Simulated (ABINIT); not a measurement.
The system is BaZrO3.

```xyz
5
Lattice="4.1913 0.0000 0.0000 0.0000 4.1913 0.0000 0.0000 0.0000 4.1913" Properties=species:S:1:pos:R:3 pbc="T T T"
Ba    0.0000    0.0000    0.0000
Zr    2.0957    2.0957    2.0957
O     2.0957    2.0957    0.0000
O     2.0957    0.0000    2.0957
O     0.0000    2.0957    2.0957
```

Base run:

- Program: ABINIT 10.8.3 (patched build)
- Functional: SOGGA
- Potentials or basis: JTH PAW PBE v2.0
- Cutoff: 626 eV
- k mesh: 6 × 6 × 6
- Occupations: fermi-dirac, width 0.05 eV
- Spin: no spin polarisation

Its results: band gap on the k mesh 3.09 eV, indirect (least direct gap 3.30 eV); pressure -1.7 GPa.

The run is repeated on the same cell with these changes: functional from SOGGA to BLYP. What comes out?

Band gap on the k mesh 3.29 eV, indirect (least direct gap 3.51 eV); pressure 9.3 GPa.

BLYP binds less tightly than SOGGA, so the same cell stands under more pressure.

Caveats: this set's barium file shifts pressures by 1.5 GPa and gaps by 0.1 eV against other sets; the PAW data sets were made with another functional, which shifts forces and pressure a little; spin-orbit coupling is left out, which moves the levels of the heavy elements.
